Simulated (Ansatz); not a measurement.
Set up this calculation in Ansatz 0.2.0, as the native input.

* Task: single point
* Functional: HSE06
* Potentials or basis: Ansatz PAW
* Cutoff: 420 eV (not typed: the program's choice for these potentials)
* k mesh: 5 × 5 × 5
* Occupations: fermi-dirac, width 0.05 eV
* Spin: spin-orbit coupling, no magnetisation

Ta:

```
CELL_PARAMETERS angstrom
-1.65128 1.65128 1.65128
1.65128 -1.65128 1.65128
1.65128 1.65128 -1.65128
ATOMIC_POSITIONS crystal
Ta 0.00000 0.00000 0.00000
```

These files were run (other wordings do the same):

input.yaml

```yaml
crystal:
  lattice:
    - [-1.65128, 1.65128, 1.65128]
    - [1.65128, -1.65128, 1.65128]
    - [1.65128, 1.65128, -1.65128]
  atoms:
    - { symbol: Ta, position: [0.0, 0.0, 0.0] }
hamiltonian:
  xc: hse06
  pseudopotentials: { kind: paw_fr }
magnetization:
  noncollinear: true
  spin_orbit: true
kpoints:
  mp_grid: { grid: [5, 5, 5] }
scf:
  occupations: { method: fermi_dirac, width: 0.05 }
output:
  forces: true
  stress: true
  eigenvalues: true
```

Potentials or basis: Ansatz PAW.

Run with:

```console
$ ansatz run input.yaml --threads 2 --pin off --max-ram 5632MiB --backend cpu --events-out ev --progress --plain --runs-dir out
```

It gave:

```yaml
Pressure: 3.5 GPa
Band_gap_on_the_k_mesh: none (metal or under the smearing width)
```

Caveat: the k mesh is coarse (spacing up to 0.54 Å⁻¹), so the values aren't converged, least of all with exact exchange; the PAW data sets come from PBE, with cores solved anew for the run's functional, which leaves a small shift of forces and pressure; the thresholds are loose for stress.

It took 30 s on 2 threads of Intel(R) Xeon(R) Processor @ 2.70GHz (shared host), peak memory 0.6 GiB.
